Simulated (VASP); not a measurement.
A run of VASP 6.6.1:

INCAR

```
SYSTEM = Ag
ALGO = Fast ; EDIFF = 1E-6
ENCUT = 520 ; GGA = PS
ISIF = 2 ; ISMEAR = -1
LASPH = .True. ; LCHARG = .False.
LREAL = .False. ; LWAVE = .False.
NBANDS = 18 ; NELM = 100
PREC = Accurate ; SIGMA = 0.1
```

File KPOINTS:

```
k-points
0
Gamma
  6 6 6
  0 0 0
```

Contents of POSCAR:

```
Ag
1.0
    0.0000000000      3.0245626175      3.0245626175
    3.0245626175      0.0000000000      3.0245626175
    3.0245626175      3.0245626175      0.0000000000
Ag
2
Direct
    0.0000000000      0.0000000000      0.0000000000
    0.2500000000      0.2500000000      0.2500000000
```

Potentials or basis: VASP PAW PBE potentials, release 64 (Ag).

Run with:

```bash
$ cat potpaw_PBE.64/Ag/POTCAR > POTCAR
$ mpirun -np 1 vasp_std > vasp.out
```

Hardware: 1 thread of Intel(R) Xeon(R) 6975P-C (Granite Rapids), with other jobs on the host.

Task: Estimate the wall time of this run.

Result: Wall time 6.9 s on 1 thread of Intel(R) Xeon(R) 6975P-C (Granite Rapids), with other jobs on the host, peak memory 0.17 GiB. Counts: scf iterations 12, k points 16.
